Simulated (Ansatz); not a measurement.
# Si/GaP/NiSi2: a contact from a semiconductor to a metal, part 4 of 5

Aim: where the metal's Fermi level sits in the semiconductor's gap in Si/GaP/NiSi2, and what the stack passes. The semiconductor is Si diamond(111), undoped, with its far face capped by hydrogen, and the metal is NiSi2 fluorite(111), with GaP zinc blende(111) between them (whole bilayers). After relaxation the nearest pair at the metal is Si–Ga at 2.44 Å, along the normal. The common net has a side of 3.868 Å, which strains the semiconductor by +0.0 %, the layer between by -0.7 % and the metal by +0.7 %, against typed lattice constants near PBE's. The first steps treat the bulk crystals alone.

Ansatz 0.2.0; PBE DFT, plane waves, PAW files (the session's first sound run).

So far. Step 4 (Relaxation): The largest force component on a free atom ends at 0.0098 eV/Å. At one or more of this run's solves the program warned of density in the dipole ramp over its bound, where dipole, forces and levels can be off. Step 5 (The contact's transmission, atomic planes in the …): The semiconductor's channels close between -0.45 and +0.20 eV. In the worse lead the potential repeats within 30 meV, which the program flags as too much for a lead, so the lead is short or a field runs through it.

### 6. T(E) from the semiconductor into the metal, atomic planes in the barrier 6, gap between the electrodes 11.93 Å

Level of this step: PBE DFT, plane waves, PAW files; ballistic transmission by layer matching between semi-infinite leads (Ansatz).

System of this step: Si/GaP/NiSi2. The cell holds 53 atoms: 37 Si, 3 P, 3 Ga, 9 Ni and 1 H. Cell: a = 3.868 Å, b = 3.868 Å, c = 96.408 Å, α = 90.0°, β = 90.0°, γ = 120.0°. Regions: left electrode, 20 atoms (20 Si); barrier, 6 atoms (3 P and 3 Ga); right electrode, 26 atoms (17 Si and 9 Ni). Vacuum lies along c.

A thicker layer between them.

Input file input.yaml:

```yaml
crystal:
  lattice:
    - [3.868, 0.0, 0.0]
    - [-1.934, 3.3497862618, 0.0]
    - [0.0, 0.0, 96.4081028364]
  atoms:
    - { symbol: Si, position: [0.66666667, 0.33333333, 0.1607748679] }
    - { symbol: Si, position: [0.0, 0.0, 0.1689641018] }
    - { symbol: Si, position: [0.0, 0.0, 0.1935318035] }
    - { symbol: Si, position: [0.33333333, 0.66666667, 0.2017210374] }
    - { symbol: Si, position: [0.33333333, 0.66666667, 0.226288739] }
    - { symbol: Si, position: [0.66666667, 0.33333333, 0.2344779729] }
    - { symbol: Si, position: [0.66666667, 0.33333333, 0.2590456746] }
    - { symbol: Si, position: [0.0, 0.0, 0.2672349084] }
    - { symbol: Si, position: [0.0, 0.0, 0.2918026101] }
    - { symbol: Si, position: [0.33333333, 0.66666667, 0.299991844] }
    - { symbol: Si, position: [0.33333333, 0.66666667, 0.3245595456] }
    - { symbol: Si, position: [0.66666667, 0.33333333, 0.3327487795] }
    - { symbol: Si, position: [0.66666667, 0.33333333, 0.3573164812] }
    - { symbol: Si, position: [0.0, 0.0, 0.3655057151] }
    - { symbol: Si, position: [0.0, 0.0, 0.3900734167] }
    - { symbol: Si, position: [0.33333333, 0.66666667, 0.3982626506] }
    - { symbol: Si, position: [0.33333333, 0.66666667, 0.4228303523] }
    - { symbol: Si, position: [0.66666667, 0.33333333, 0.4310195862] }
    - { symbol: Si, position: [0.66666667, 0.33333333, 0.4555524592] }
    - { symbol: Si, position: [0.0, 0.0, 0.4634399017] }
    - { symbol: P, position: [0.0, 0.0, 0.4871069336] }
    - { symbol: Ga, position: [0.33333333, 0.66666667, 0.4957477799] }
    - { symbol: P, position: [0.33333333, 0.66666667, 0.5201374051] }
    - { symbol: Ga, position: [0.66666667, 0.33333333, 0.5287921025] }
    - { symbol: P, position: [0.66666667, 0.33333333, 0.5532254861] }
    - { symbol: Ga, position: [0.0, 0.0, 0.5618512431] }
    - { symbol: Si, position: [0.0, 0.0, 0.5871640472] }
    - { symbol: Ni, position: [0.33333333, 0.66666667, 0.5956081883] }
    - { symbol: Si, position: [0.66666667, 0.33333333, 0.6018460442] }
    - { symbol: Si, position: [0.33333333, 0.66666667, 0.6181421498] }
    - { symbol: Ni, position: [0.66666667, 0.33333333, 0.6263134232] }
    - { symbol: Si, position: [0.0, 0.0, 0.6344846967] }
    - { symbol: Si, position: [0.66666667, 0.33333333, 0.6507808023] }
    - { symbol: Ni, position: [0.0, 0.0, 0.6589520757] }
    - { symbol: Si, position: [0.33333333, 0.66666667, 0.6671233491] }
    - { symbol: Si, position: [0.0, 0.0, 0.6834194547] }
    - { symbol: Ni, position: [0.33333333, 0.66666667, 0.6915907281] }
    - { symbol: Si, position: [0.66666667, 0.33333333, 0.6997620015] }
    - { symbol: Si, position: [0.33333333, 0.66666667, 0.7160581071] }
    - { symbol: Ni, position: [0.66666667, 0.33333333, 0.7242293805] }
    - { symbol: Si, position: [0.0, 0.0, 0.7324006539] }
    - { symbol: Si, position: [0.66666667, 0.33333333, 0.7486967596] }
    - { symbol: Ni, position: [0.0, 0.0, 0.756868033] }
    - { symbol: Si, position: [0.33333333, 0.66666667, 0.7650393064] }
    - { symbol: Si, position: [0.0, 0.0, 0.781335412] }
    - { symbol: Ni, position: [0.33333333, 0.66666667, 0.7895066854] }
    - { symbol: Si, position: [0.66666667, 0.33333333, 0.7976779588] }
    - { symbol: Si, position: [0.33333333, 0.66666667, 0.8139740644] }
    - { symbol: Ni, position: [0.66666667, 0.33333333, 0.8221453378] }
    - { symbol: Si, position: [0.0, 0.0, 0.8303166112] }
    - { symbol: Si, position: [0.66666667, 0.33333333, 0.8466127169] }
    - { symbol: Ni, position: [0.0, 0.0, 0.8547839903] }
    - { symbol: H, position: [0.66666667, 0.33333333, 0.1452160097] }
kpoints:
  mp_grid: { grid: [8, 8, 1] }
scf:
  occupations: { method: fermi_dirac, width: 0.1 }
  max_iter: 150
hamiltonian:
  xc: pbe
efield:
  axis: 3
  dipole_correction: true
output:
  transmission:
    kmesh: [12, 12]
    e_range: [-2.5, 2.5]
    de: 0.05
    leads: [[8, 10], [38, 41]]
  dos: { projected: true, e_range: [-6, 5], de: 0.05 }
  write_potential: true
  write_density: true
  volumetric_format: npy
```

On the command line:

```console
ansatz run input.yaml --threads 8 --pin off --max-ram 24576MiB --backend cpu --events-out ev --progress --plain --runs-dir out
```

Numbers of over 12 decimals in the logs are rounded to 6 here.

The program printed:

```text
[...]
Crystal: 53 atoms, lattice volume = 1249.157 Å³
Basis set: ecut = 420 eV, 24635 PW (Γ)
Bands: 236, of which v1, the nominal top of the filled ones, is band 183 counted from 1 (182 counted from 0)
Symmetry: 6 space group operations
[...]
k-points: 10 of 64 (time reversal used)
[...]
SCF iter   1: F=—  HF=-89724.443420 eV  |F-HF|=—  |Δ(HF+E_count)|=         —  Δρ=7.96e-3  dr2=9.01e0  ethr=1.77e-3  p=-0.009 e·Å  D=-1.31e-3 V/Å  ΔV_dip=0.13 eV  dr2_dipole=4.91e-2  V_vac-E_F(+/−)=3.66/3.53 eV  ⟨swp⟩=10.0  Hψ=12858  notcnv=0  defer=67
[...]
SCF iter  14: F=-89724.325901 eV  HF=-89724.325901 eV  |F-HF|=5.96e-8  |Δ(HF+E_count)|=   9.28e-8  Δρ=8.50e-7  dr2=6.19e-8  ethr=2.74e-11  p=0.013 e·Å  D=1.93e-3 V/Å  ΔV_dip=-0.19 eV  dr2_dipole=5.74e-11  V_vac-E_F(+/−)=4.05/4.24 eV  ⟨swp⟩=15.3  Hψ=8986  notcnv=0
SCF 1 converged in 14 iterations: F = -89724.325901 eV  dr2 = 6.19e-8
[...]
transmission: 141 of 1387 steps passed
transmission: 287 of 1387 steps passed
[...]
transmission: 1387 of 1387 steps passed
[...]
SCF converged after 14 iterations
Free energy (F): -89724.325901 eV
[...]
Internal energy: -89724.026466 eV  (E = F + TS)
E sigma→0 (E₀):  -89724.176183 eV
Entropy (-TS):   -0.299434 eV (-5.650 meV/atom)
Fermi energy:    5.284078 eV
Dipole field:    D = 0.001930 V/Å  (p = 0.013324 e·Å, saw-weighted, corrected)
Work function:   Φ+ = 4.0560 eV   Φ− = 4.2421 eV
[...]
--- Band table (eV; the first three rows and the last of 10) ---
  k-point 0: bands = [... 179 lower, 5.9916, 5.9916, 6.1464, 6.2071, 6.3276, 6.3768, 6.4140, 6.4253, ... 49 higher]
  k-point 1: bands = [... 179 lower, 5.6636, 5.8680, 5.9090, 6.0021, 6.0397, 6.1753, 6.2759, 6.3994, ... 49 higher]
  k-point 2: bands = [... 179 lower, 4.9826, 4.9960, 5.2323, 5.3056, 5.3208, 5.5082, 5.6817, 5.8021, ... 49 higher]
  k-point 9: bands = [... 179 lower, 3.6036, 3.7948, 4.3802, 4.4045, 4.9411, 5.6864, 5.9536, 6.0392, ... 49 higher]
--- Transmission ---
  basis      : 121 plane waves across, 73 finite elements along
  points     : 19, standing for a mesh of 12 x 12
[...]
channels       : 0.000000e0 a spin
[...]
slowest decay  : 0.0950 /Å at (0.0000, 0.0000)
[...]
channels       : 1.076389e0 a spin
[...]
slowest decay  : 0.0372 /Å at (0.3333, 0.1667)
  junction   : crystal 0 to crystal 1, 29.71 to 68.25 Å
    transmission   : 0.000000e0 a spin
[...]
```

Elapsed: 4.5 min, on 8 threads of Arm Neoverse V2, shared host; peak memory 11 GiB.

Numbers from this step:

- free energy: -89724.3259 eV
- Fermi energy: 5.284 eV
- potential step in the lower lead: 31.3 meV
- potential step in the upper lead: 7.9 meV
- work function, upper face: 4.056 eV
- dipole along the normal: 0.01332 e·Å
- dipole's counter field: 0.001930 V/Å

One spin. Table of transmission, zone mean by energy, zero at the Fermi level:

energy (eV), transmission, zone mean and a bar:
```
   -2.400      0.573 ####################
   -2.200      0.498 ##################
   -2.000      0.393 ##############
   -1.800      0.234 ########
   -1.600      0.156 ######
   -1.400      0.064 ##
   -1.200      0.056 ##
   -1.000      0.027 #
   -0.800      0.005 
   -0.600      0.002 
   -0.400      0.000 
   -0.200      0.000 
    0.000      0.000 
    0.200      0.000 
    0.400      0.006 
    0.600      0.022 #
    0.800      0.035 #
    1.000      0.085 ###
    1.200      0.225 ########
    1.400      0.276 ##########
    1.450      0.349 ############
    1.600      0.312 ###########
    1.800      0.269 ##########
    2.000      0.498 ##################
    2.200      0.766 ###########################
    2.400      0.848 ##############################
```

One spin. Open channels, zone mean against energy, zero at the Fermi level:

| energy (eV) | lower lead | upper lead |
| --- | --- | --- |
| -2.50 | 1.72 | 1.67 |
| -2.35 | 1.63 | 1.67 |
| -2.25 | 1.55 | 1.76 |
| -2.10 | 1.51 | 1.80 |
| -1.95 | 1.38 | 1.84 |
| -1.80 | 1.34 | 1.84 |
| -1.70 | 1.22 | 1.92 |
| -1.55 | 0.938 | 1.67 |
| -1.40 | 0.771 | 1.51 |
| -1.30 | 0.604 | 1.40 |
| -1.15 | 0.562 | 1.40 |
| -1.00 | 0.354 | 1.02 |
| -0.90 | 0.312 | 1.02 |
| -0.75 | 0.146 | 0.979 |
| -0.60 | 0.146 | 0.854 |
| -0.45 | 0.0208 | 0.681 |
| -0.35 | 0 | 0.701 |
| -0.20 | 0 | 0.993 |
| -0.05 | 0 | 1.03 |
| 0.00 | 0 | 1.08 |
| 0.05 | 0 | 1.16 |
| 0.20 | 0.0417 | 1.16 |
| 0.35 | 0.125 | 1.41 |
| 0.45 | 0.208 | 1.37 |
| 0.60 | 0.333 | 1.59 |
| 0.75 | 0.5 | 1.76 |
| 0.90 | 0.75 | 1.92 |
| 1.00 | 0.833 | 2.01 |
| 1.15 | 1.03 | 2.01 |
| 1.30 | 1.36 | 1.67 |
| 1.40 | 1.40 | 1.59 |
| 1.55 | 1.74 | 1.07 |
| 1.70 | 1.99 | 0.681 |
| 1.80 | 2.11 | 0.562 |
| 1.95 | 2.15 | 0.993 |
| 2.10 | 2.28 | 2.53 |
| 2.25 | 2.03 | 2.95 |
| 2.35 | 1.78 | 2.92 |
| 2.50 | 1.83 | 2.92 |

Projected DOS an atom over height of the atomic layer and energy from the Fermi level. Layers: H Si Si Si Si Si Si Si Si Si Si Si Si Si Si Si Si Si Si Si Si P Ga P Ga P Ga Si Ni Si Si Ni Si Si Ni Si Si Ni Si Si Ni Si Si Ni Si Si Ni Si Si Ni Si Si Ni; projections on atoms miss part of the total, and the computed bands can run out at the top of the range; a column is the mean of 4 neighbouring layers, the last of those left over.

Ten even steps from '_' (0.00 states/eV) to '@' (6.50 states/eV), each cell a mean:
```
__........__________________
____________________________
____________________________
__......____________________
____________________________
____________________________
____________________________
____________________________
__________________________..
__________________________::
__________________________--
______________..__________@@
______________..____..____##
__........____..____..__..--
__..........__--....::....::
__..........__--::::==::::__
__________..__............__
______________............__
______________............__
______________............__
____________________________
____________________________
```
Columns: height of the atomic layer (Å) from 16.1 to 82.4 (not evenly spaced); rows upwards: energy from the Fermi level (eV) from -6 to 3.25.

The semiconductor's channels close between -0.45 and +0.20 eV. In the worse lead the potential repeats within 31 meV, which the program flags as too much for a lead, so the lead is short or a field runs through it.

### 7. T(E) from the semiconductor into the metal, atomic planes in the barrier 8, gap between the electrodes 15.12 Å

System of this step: Si/GaP/NiSi2. The cell holds 55 atoms: 37 Si, 4 P, 4 Ga, 9 Ni and 1 H. Cell: a = 3.868 Å, b = 3.868 Å, c = 99.598 Å, α = 90.0°, β = 90.0°, γ = 120.0°. Regions: left electrode, 20 atoms (20 Si); barrier, 8 atoms (4 P and 4 Ga); right electrode, 26 atoms (17 Si and 9 Ni). Vacuum lies along c.

A thicker layer between them.

Input file input.yaml:

```yaml
crystal:
  lattice:
    - [3.868, 0.0, 0.0]
    - [-1.934, 3.3497862618, 0.0]
    - [0.0, 0.0, 99.5980619586]
  atoms:
    - { symbol: Si, position: [0.66666667, 0.33333333, 0.1556255182] }
    - { symbol: Si, position: [0.0, 0.0, 0.1635524646] }
    - { symbol: Si, position: [0.0, 0.0, 0.1873333039] }
    - { symbol: Si, position: [0.33333333, 0.66666667, 0.1952602504] }
    - { symbol: Si, position: [0.33333333, 0.66666667, 0.2190410897] }
    - { symbol: Si, position: [0.66666667, 0.33333333, 0.2269680361] }
    - { symbol: Si, position: [0.66666667, 0.33333333, 0.2507488754] }
    - { symbol: Si, position: [0.0, 0.0, 0.2586758219] }
    - { symbol: Si, position: [0.0, 0.0, 0.2824566612] }
    - { symbol: Si, position: [0.33333333, 0.66666667, 0.2903836076] }
    - { symbol: Si, position: [0.33333333, 0.66666667, 0.314164447] }
    - { symbol: Si, position: [0.66666667, 0.33333333, 0.3220913934] }
    - { symbol: Si, position: [0.66666667, 0.33333333, 0.3458722327] }
    - { symbol: Si, position: [0.0, 0.0, 0.3537991792] }
    - { symbol: Si, position: [0.0, 0.0, 0.3775800185] }
    - { symbol: Si, position: [0.33333333, 0.66666667, 0.3855069649] }
    - { symbol: Si, position: [0.33333333, 0.66666667, 0.4092878042] }
    - { symbol: Si, position: [0.66666667, 0.33333333, 0.4172147507] }
    - { symbol: Si, position: [0.66666667, 0.33333333, 0.4409618769] }
    - { symbol: Si, position: [0.0, 0.0, 0.4485966978] }
    - { symbol: P, position: [0.0, 0.0, 0.4715057143] }
    - { symbol: Ga, position: [0.33333333, 0.66666667, 0.4798698088] }
    - { symbol: P, position: [0.33333333, 0.66666667, 0.5034782751] }
    - { symbol: Ga, position: [0.66666667, 0.33333333, 0.5118557771] }
    - { symbol: P, position: [0.66666667, 0.33333333, 0.5355066003] }
    - { symbol: Ga, position: [0.0, 0.0, 0.5438841023] }
    - { symbol: P, position: [0.0, 0.0, 0.5675349256] }
    - { symbol: Ga, position: [0.33333333, 0.66666667, 0.5758844139] }
    - { symbol: Si, position: [0.33333333, 0.66666667, 0.6003864913] }
    - { symbol: Ni, position: [0.66666667, 0.33333333, 0.6085601808] }
    - { symbol: Si, position: [0.0, 0.0, 0.6145982486] }
    - { symbol: Si, position: [0.66666667, 0.33333333, 0.6303724172] }
    - { symbol: Ni, position: [0.0, 0.0, 0.6382819785] }
    - { symbol: Si, position: [0.33333333, 0.66666667, 0.6461915397] }
    - { symbol: Si, position: [0.0, 0.0, 0.6619657083] }
    - { symbol: Ni, position: [0.33333333, 0.66666667, 0.6698752695] }
    - { symbol: Si, position: [0.66666667, 0.33333333, 0.6777848307] }
    - { symbol: Si, position: [0.33333333, 0.66666667, 0.6935589994] }
    - { symbol: Ni, position: [0.66666667, 0.33333333, 0.7014685606] }
    - { symbol: Si, position: [0.0, 0.0, 0.7093781218] }
    - { symbol: Si, position: [0.66666667, 0.33333333, 0.7251522904] }
    - { symbol: Ni, position: [0.0, 0.0, 0.7330618516] }
    - { symbol: Si, position: [0.33333333, 0.66666667, 0.7409714128] }
    - { symbol: Si, position: [0.0, 0.0, 0.7567455815] }
    - { symbol: Ni, position: [0.33333333, 0.66666667, 0.7646551427] }
    - { symbol: Si, position: [0.66666667, 0.33333333, 0.7725647039] }
    - { symbol: Si, position: [0.33333333, 0.66666667, 0.7883388725] }
    - { symbol: Ni, position: [0.66666667, 0.33333333, 0.7962484337] }
    - { symbol: Si, position: [0.0, 0.0, 0.804157995] }
    - { symbol: Si, position: [0.66666667, 0.33333333, 0.8199321636] }
    - { symbol: Ni, position: [0.0, 0.0, 0.8278417248] }
    - { symbol: Si, position: [0.33333333, 0.66666667, 0.835751286] }
    - { symbol: Si, position: [0.0, 0.0, 0.8515254546] }
    - { symbol: Ni, position: [0.33333333, 0.66666667, 0.8594350159] }
    - { symbol: H, position: [0.66666667, 0.33333333, 0.1405649841] }
kpoints:
  mp_grid: { grid: [8, 8, 1] }
scf:
  occupations: { method: fermi_dirac, width: 0.1 }
  max_iter: 150
hamiltonian:
  xc: pbe
efield:
  axis: 3
  dipole_correction: true
output:
  transmission:
    kmesh: [12, 12]
    e_range: [-2.5, 2.5]
    de: 0.05
    leads: [[8, 10], [40, 43]]
  dos: { projected: true, e_range: [-6, 5], de: 0.05 }
  write_potential: true
  write_density: true
  volumetric_format: npy
```

The program printed:

```text
[...]
Crystal: 55 atoms, lattice volume = 1290.489 Å³
Basis set: ecut = 420 eV, 25449 PW (Γ)
Bands: 247, of which v1, the nominal top of the filled ones, is band 192 counted from 1 (191 counted from 0)
Symmetry: 6 space group operations
[...]
k-points: 10 of 64 (time reversal used)
[...]
points     : 19, standing for a mesh of 12 x 12
[...]
channels       : 0.000000e0 a spin
[...]
slowest decay  : 0.0950 /Å at (0.0000, 0.0000)
[...]
channels       : 1.076389e0 a spin
[...]
slowest decay  : 0.0373 /Å at (0.3333, 0.1667)
  junction   : crystal 0 to crystal 1, 29.71 to 71.44 Å
    transmission   : 0.000000e0 a spin
[...]
[key lines of the parts left out:]
SCF converged after 15 iterations
Free energy (F): -94263.863222 eV
Fermi energy:    5.364720 eV
Dipole field:    D = 0.001800 V/Å  (p = 0.012835 e·Å, saw-weighted, corrected)
Work function:   Φ+ = 4.0576 eV   Φ− = 4.2368 eV
```

Wall time 5 min (8 threads); peak memory 11 GiB.

The semiconductor's channels close between -0.45 and +0.20 eV. In the worse lead the potential repeats within 32 meV, which the program flags as too much for a lead, so the lead is short or a field runs through it.

### 8. Comparing the runs

Times are for 8 threads of Arm Neoverse V2, shared host. Results by setting:

| no. | gap between the electrodes (Å) | potential step in the lower lead (meV) | time | memory (GiB) |
| --- | --- | --- | --- | --- |
| 1 | 8.74 | 29.7 | 3.6 min | 9.9 |
| 2 | 11.93 | 31.3 | 4.5 min | 11 |
| 3 | 15.12 | 32 | 5 min | 11 |

The runs together. The transmission, zone mean by energy, zero at the Fermi level:

| energy (eV) | 8.74 | 11.93 | 15.12 |
| --- | --- | --- | --- |
| -2.400 | 0.564 | 0.573 | 0.487 |
| -2.200 | 0.475 | 0.498 | 0.530 |
| -2.000 | 0.385 | 0.393 | 0.338 |
| -1.800 | 0.287 | 0.234 | 0.235 |
| -1.600 | 0.185 | 0.156 | 0.111 |
| -1.400 | 0.119 | 0.0642 | 0.0530 |
| -1.200 | 0.0645 | 0.0563 | 0.0389 |
| -1.000 | 0.0297 | 0.0271 | 0.00734 |
| -0.800 | 0.0111 | 0.00486 | 0.00749 |
| -0.600 | 0.00423 | 0.00173 | 7.9e-4 |
| -0.400 | 0 | 0 | 0 |
| -0.200 | 0 | 0 | 0 |
| 0.000 | 0 | 0 | 0 |
| 0.200 | 3.9e-4 | 1.8e-4 | 1.2e-5 |
| 0.400 | 0.0180 | 0.00568 | 0.00206 |
| 0.600 | 0.0398 | 0.0217 | 0.0370 |
| 0.800 | 0.0788 | 0.0346 | 0.0312 |
| 1.000 | 0.141 | 0.0846 | 0.0844 |
| 1.200 | 0.276 | 0.225 | 0.127 |
| 1.400 | 0.342 | 0.276 | 0.335 |
| 1.600 | 0.400 | 0.312 | 0.257 |
| 1.800 | 0.297 | 0.269 | 0.233 |
| 2.000 | 0.529 | 0.498 | 0.476 |
| 2.200 | 0.925 | 0.766 | 0.734 |
| 2.300 | 0.963 | 0.852 | 0.862 |
| 2.400 | 0.878 | 0.848 | 0.890 |

[end of part 4 of 5]

[Logs are printed without paths, hosts, clocks, repeated set-up lines and the standing remarks that a program may print on its own settings, such as how far it seeks lower states.]

[Hosts, paths, dates, database ids (printed as entryN), source tags and the programs' standing remarks are cut or masked in the printed files.]
